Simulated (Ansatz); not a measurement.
# HfC (Fm-3m) in Ansatz: a series of runs

The runs below take HfC through single point, equation of state, with PBE.

Program: Ansatz 0.2.0. These are calculated values, not measurements. Logs are shortened: lines on timing, memory, paths and dates and some standing lists are left out, and cuts for length are marked.

## (1) Starting point

The structure is cubic, space group Fm-3m (No. 225). Conventional cell: a = 4.650 Å, b = 4.650 Å, c = 4.650 Å, α = 90.00°, β = 90.00°, γ = 90.00°. Hf (site symmetry m-3m) has 6 C at 2.33 Å as nearest neighbours. C (site symmetry m-3m) has 6 Hf at 2.33 Å as nearest neighbours.

## (2) Single point, PBE, 11.81 Å³/atom (volume scaled by 0.94)

File input.yaml:

```yaml
crystal:
  lattice:
    - [0.0, 2.2775377028, 2.2775377028]
    - [2.2775377028, 0.0, 2.2775377028]
    - [2.2775377028, 2.2775377028, 0.0]
  atoms:
    - { symbol: Hf, position: [0.5, 0.5, 0.5] }
    - { symbol: C, position: [0.0, 0.0, 0.0] }
hamiltonian:
  xc: pbe
  pseudopotentials: { kind: paw }
kpoints:
  mp_grid: { grid: [10, 10, 10] }
scf:
  occupations: { method: fermi_dirac, width: 0.05 }
output:
  forces: true
  stress: true
  eigenvalues: true
  write_density: true
  write_potential: true
  elf: true
  volumetric_format: npy
```

Potentials or basis: Ansatz PAW.

Run with:

```sh
> ansatz run input.yaml --threads 2 --pin off --max-ram 5632MiB --backend cpu --events-out ev --progress --plain --runs-dir out
```

Log:

```text
Warning: RAYON_NUM_THREADS=2 ignored (pool sized by the plan → 2); use --threads N
Engine: ansatz 0.2.0, aarch64-unknown-linux-gnu
Pseudopotentials: kind: paw
Pseudopotential: Hf, paw, valence charge 26, recommended cutoff 420 eV (normal), Hf.paw.azcp
Pseudopotential: C, paw, valence charge 4, recommended cutoff 420 eV (normal), C.paw.azcp
Functional definition: PBE
  parameter kappa = 0.804
  parameter beta = 0.06672455060314922
  exchange = pbe_x(kappa = kappa, mu = beta*pi^2/3)
  correlation = pbe_c(beta = beta)
Crystal: 2 atoms, lattice volume = 23.628 Å³
Basis set: ecut = 420 eV, 459 PW (Γ), exchange–correlation on 48×48×48 points (8 copies of the dense FFT grid, shifted against one another)
Bands: 19, of which v1, the nominal top of the filled ones, is band 15 counted from 1 (14 counted from 0)
Symmetry: 48 space group operations
Space group: Fm-3m (ITA 225), of the structure as read, at distance tolerance 2.9e-5 Å
k-points: 47 of 1000
Non-local potential: Hf, projectors of the file, l = 0: 3, l = 1: 2, l = 2: 2, l = 3: 3
Non-local potential: C, projectors of the file, l = 0: 2, l = 1: 2, l = 2: 1
PAW form: soft (Blöchl's): semilocal exchange-correlation on the pseudo side does not see the compensation charge
PAW one-centre angular grid: Hf, 590 points (default); XC on 64 Gauss nodes
PAW one-centre angular grid: C, 110 points (default); XC on 64 Gauss nodes
Initial density: superposition of atomic densities (neutral atoms: chi_scale 0, normalization atom), corrected by the library's trained network
Initial wavefunctions: pseudopotential atomic-orbital guess
Functional: x = pbe(κ = 0.804, μ = 0.2195149727645171), c = pbe(β = 0.06672455060314922)
SCF iter   1: F=—  HF=-15974.065002 eV  |F-HF|=—  |Δ(HF+E_count)|=         —  Δρ=1.18e-3  dr2=2.87e-4  ethr=1.77e-3  ⟨swp⟩=5.1  Hψ=3713  notcnv=0
preconditioner: auto → none  [insulator: Δε(μ)=0.150 eV  Ē_g=18.339 eV  σ=0.050 eV  W_gap=0.56  n_scr=14 (ndim 8)  ℏωp=40.4 eV  f_vac=0.000  D(μ)=0.30/eV (n_scr^D=0)  ε∞_Penn≈5.9]
SCF iter   2: F=—  HF=-15974.064805 eV  |F-HF|=—  |Δ(HF+E_count)|=   1.96e-4  Δρ=4.79e-4  dr2=2.88e-5  ethr=9.58e-7  ⟨swp⟩=2.4  Hψ=2033  notcnv=0
SCF iter   3: F=—  HF=-15974.064808 eV  |F-HF|=—  |Δ(HF+E_count)|=   3.11e-6  Δρ=1.89e-4  dr2=2.97e-6  ethr=9.61e-8  ⟨swp⟩=2.2  Hψ=1621  notcnv=0
SCF iter   4: F=—  HF=-15974.064806 eV  |F-HF|=—  |Δ(HF+E_count)|=   2.46e-6  Δρ=8.55e-5  dr2=3.94e-7  ethr=9.90e-9  ⟨swp⟩=2.1  Hψ=1610  notcnv=0
iter 5 did not close the SCF: its close was put off for the readings that it lacked (scf_convergence_deferred on its scf_iter line)
SCF iter   5: F=-15974.064807 eV  HF=-15974.064807 eV  |F-HF|=1.56e-8  |Δ(HF+E_count)|=   8.62e-7  Δρ=1.27e-5  dr2=7.91e-9  ethr=1.31e-9  ⟨swp⟩=2.1  Hψ=1572  notcnv=0
SCF iter   6: F=-15974.064807 eV  HF=-15974.064807 eV  |F-HF|=9.46e-11  |Δ(HF+E_count)|=   1.94e-8  Δρ=2.61e-6  dr2=3.38e-10  ethr=2.64e-11  ⟨swp⟩=6.0  Hψ=5878  notcnv=0
SCF 1 converged in 6 iterations: F = -15974.064807 eV  dr2 = 3.38e-10
SCF converged after 6 iterations
Free energy (F): -15974.064807 eV
Harris-Foulkes:  -15974.064807 eV  (|F-HF|=9.46e-11)
Internal energy: -15974.062252 eV  (E = F + TS)
E sigma→0 (E₀):  -15974.063530 eV
Entropy (-TS):   -0.002554 eV (-1.277 meV/atom)
Fermi energy:    21.549962 eV
--- Per-component energies (eV) ---
  E_band       = 157.769039
  E_kinetic    = 516.439433
  E_local      = -4818.365441  (includes V_loc(G=0)·N_el)
  E_nonlocal   = -1216.161610
  E_hartree    = 2295.635677
  E_xc         = -350.592239
  E_vxc        = -329.159666  (∫ρ·V_xc dr)
  E_paw        = -7027.891178  (= ΣΔE_a)
  E_vpaw       = 1413.745389  (= ΣTr[D̂ρ^β])
  E_aug_tail   = 0.000005  (compensation charges beyond the density's cutoff)
  E_ewald      = -5373.126899
  E_smearing   = -0.002554  (= −TS)
  E_closure    = 0.000000  (closes the sum)
  Σ components = -15974.064807   (vs F -15974.064807, Δ=0.00e0)
--- Forces (eV/Å), atoms counted from 1 ---
  atom   1  Hf     0.00000000    -0.00000000     0.00000000
  atom   2  C     -0.00000000     0.00000000    -0.00000000
  max |Σ_I F_I| component: 2.71e-29 eV/Å
--- Stress (GPa, compression-positive) ---
       16.628525       0.000000      -0.000000
        0.000000      16.628525       0.000000
        0.000000      -0.000000      16.628525
  P = ⅓ Tr σ = 16.6285 GPa (166.285 kbar)
--- Band table (eV; the first three rows and the last of 47) ---
  k-point 0: bands = ["-39.3651", "-7.8033", "-7.8033", "-7.8033", "8.8705", "10.6873", "10.6878", "10.6878", "10.6878", "10.7933", "10.7933", "10.7933", "22.6072", "22.6072", "22.6072", "22.8827", "22.8827", "22.8827", "25.0583"]
  k-point 1: bands = ["-39.3599", "-7.8910", "-7.8114", "-7.8114", "9.1387", "10.6902", "10.6937", "10.6950", "10.6950", "10.7866", "10.7866", "10.7936", "21.1398", "21.5220", "21.5220", "23.3313", "23.3313", "23.7613", "26.2461"]
  k-point 2: bands = ["-39.3462", "-8.1135", "-7.8323", "-7.8323", "9.8557", "10.7032", "10.7142", "10.7142", "10.7349", "10.7703", "10.7703", "10.7943", "19.3089", "20.1859", "20.1859", "24.1307", "24.1307", "24.3562", "28.3698"]
  k-point 46: bands = ["-39.2920", "-8.3933", "-8.2532", "-8.1089", "10.6278", "10.7210", "10.7286", "10.7295", "10.7596", "10.7598", "10.7599", "11.6737", "18.6307", "18.7491", "18.7851", "24.2905", "26.4122", "28.7288", "29.0153"]
```

It took 1.1 s on 2 threads of Arm Neoverse V1, shared host; peak memory 0.3 GiB.

What came out:

```yaml
Free_energy: -15974.0648 eV
Pressure: 16.6 GPa
Band_gap_on_the_k_mesh: none (metal or under the smearing width)
```

## (3) Single point, PBE, 12.07 Å³/atom (volume scaled by 0.96)

input.yaml: that of step 2 with these lines changed.

```diff
@@ -2,5 +2,5 @@
   lattice:
-    - [0.0, 2.2775377028, 2.2775377028]
-    - [2.2775377028, 0.0, 2.2775377028]
-    - [2.2775377028, 2.2775377028, 0.0]
+    - [0.0, 2.2935772291, 2.2935772291]
+    - [2.2935772291, 0.0, 2.2935772291]
+    - [2.2935772291, 2.2935772291, 0.0]
   atoms:
```

Potentials or basis: Ansatz PAW.

Run with:

```sh
> ansatz run input.yaml --threads 2 --pin off --max-ram 5632MiB --backend cpu --events-out ev --progress --plain --runs-dir out
```

Run time: 1.1 s. Hardware: 2 threads of Arm Neoverse V1, shared host; peak memory 0.3 GiB.

Results (log left out):

```yaml
Free_energy: -15974.1074 eV
Pressure: 10.6 GPa
Band_gap_on_the_k_mesh: none (metal or under the smearing width)
```

## (4) Single point, PBE, 12.32 Å³/atom (volume scaled by 0.98)

File input.yaml:

```yaml
crystal:
  lattice:
    - [0.0, 2.309395503, 2.309395503]
    - [2.309395503, 0.0, 2.309395503]
    - [2.309395503, 2.309395503, 0.0]
  atoms:
    - { symbol: Hf, position: [0.5, 0.5, 0.5] }
    - { symbol: C, position: [0.0, 0.0, 0.0] }
hamiltonian:
  xc: pbe
  pseudopotentials: { kind: paw }
kpoints:
  mp_grid: { grid: [10, 10, 10] }
scf:
  occupations: { method: fermi_dirac, width: 0.05 }
output:
  forces: true
  stress: true
  eigenvalues: true
```

Run with:

```sh
> ansatz run input.yaml --threads 2 --pin off --max-ram 5632MiB --backend cpu --events-out ev --progress --plain --runs-dir out
```

It took 0.91 s on 2 threads of Arm Neoverse V1, shared host; peak memory 0.3 GiB.

The run converged. Its results:

| Property | Result |
| --- | --- |
| Free energy | -15974.1320 eV |
| Pressure | 5.2 GPa |
| Band gap on the k mesh | none (metal or under the smearing width) |

## (5) Single point, PBE, 12.57 Å³/atom

input.yaml: that of step 4 with these lines changed.

```diff
@@ -2,5 +2,5 @@
   lattice:
-    - [0.0, 2.309395503, 2.309395503]
-    - [2.309395503, 0.0, 2.309395503]
-    - [2.309395503, 2.309395503, 0.0]
+    - [0.0, 2.325, 2.325]
+    - [2.325, 0.0, 2.325]
+    - [2.325, 2.325, 0.0]
   atoms:
```

Run with:

```sh
> ansatz run input.yaml --threads 2 --pin off --max-ram 5632MiB --backend cpu --events-out ev --progress --plain --runs-dir out
```

Wall time 1 s (2 threads of Arm Neoverse V1, shared host); peak memory 0.3 GiB.

The run converged. Its results:

```
Free energy            : -15974.1404 eV
Pressure               : 0.2 GPa
Band gap on the k mesh : none (metal or under the smearing width)
```

## (6) Single point, PBE, 12.82 Å³/atom (volume scaled by 1.02)

input.yaml: that of step 5 with these lines changed.

```diff
@@ -2,5 +2,5 @@
   lattice:
-    - [0.0, 2.325, 2.325]
-    - [2.325, 0.0, 2.325]
-    - [2.325, 2.325, 0.0]
+    - [0.0, 2.3403977997, 2.3403977997]
+    - [2.3403977997, 0.0, 2.3403977997]
+    - [2.3403977997, 2.3403977997, 0.0]
   atoms:
```

Potentials or basis: Ansatz PAW.

Run with:

```sh
> ansatz run input.yaml --threads 2 --pin off --max-ram 5632MiB --backend cpu --events-out ev --progress --plain --runs-dir out
```

It took 0.86 s on 2 threads of Arm Neoverse V1, shared host; peak memory 0.3 GiB.

The run converged. Its results:

* Free energy: -15974.1340 eV
* Pressure: -4.2 GPa
* Band gap on the k mesh: none (metal or under the smearing width)

## (7) Single point, PBE, 13.07 Å³/atom (volume scaled by 1.04)

input.yaml: that of step 6 with these lines changed.

```diff
@@ -2,5 +2,5 @@
   lattice:
-    - [0.0, 2.3403977997, 2.3403977997]
-    - [2.3403977997, 0.0, 2.3403977997]
-    - [2.3403977997, 2.3403977997, 0.0]
+    - [0.0, 2.3555956139, 2.3555956139]
+    - [2.3555956139, 0.0, 2.3555956139]
+    - [2.3555956139, 2.3555956139, 0.0]
   atoms:
@@ -19 +19,5 @@
   eigenvalues: true
+  write_density: true
+  write_potential: true
+  elf: true
+  volumetric_format: npy
```

Run with:

```sh
> ansatz run input.yaml --threads 2 --pin off --max-ram 5632MiB --backend cpu --events-out ev --progress --plain --runs-dir out
```

Wall time 1.1 s (2 threads of Arm Neoverse V1, shared host); peak memory 0.3 GiB.

It converged, with:

```
Free energy            : -15974.1143 eV
Pressure               : -8.3 GPa
Band gap on the k mesh : none (metal or under the smearing width)
```

## (8) Single point, PBE, 13.32 Å³/atom (volume scaled by 1.06)

File input.yaml:

```yaml
crystal:
  lattice:
    - [0.0, 2.3705998121, 2.3705998121]
    - [2.3705998121, 0.0, 2.3705998121]
    - [2.3705998121, 2.3705998121, 0.0]
  atoms:
    - { symbol: Hf, position: [0.5, 0.5, 0.5] }
    - { symbol: C, position: [0.0, 0.0, 0.0] }
hamiltonian:
  xc: pbe
  pseudopotentials: { kind: paw }
kpoints:
  mp_grid: { grid: [10, 10, 10] }
scf:
  occupations: { method: fermi_dirac, width: 0.05 }
output:
  forces: true
  stress: true
  eigenvalues: true
```

Run with:

```sh
> ansatz run input.yaml --threads 2 --pin off --max-ram 5632MiB --backend cpu --events-out ev --progress --plain --runs-dir out
```

Run time: 0.86 s. Hardware: 2 threads of Arm Neoverse V1, shared host; peak memory 0.3 GiB.

Results (log left out):

- Free energy: -15974.0824 eV
- Pressure: -11.9 GPa
- Band gap on the k mesh: none (metal or under the smearing width)

## (9) Equation of state, PBE

Potentials or basis: Ansatz PAW.

No new run: the results of the series are fitted here.

What came out:

```yaml
Equilibrium_volume: 12.58 Å³/atom
Bulk_modulus: 234 GPa
Pressure_derivative_of_the_bulk_modulus: 3.9
```

Energy against volume, from the lowest point:
```csv
volume (Å³/atom),energy (meV/atom)
11.814,37.79
12.065,16.50
12.317,4.18
12.568,0.00
12.819,3.21
13.071,13.07
13.322,29.00
```

Spin-orbit coupling is left out, which matters for the levels of Hf.
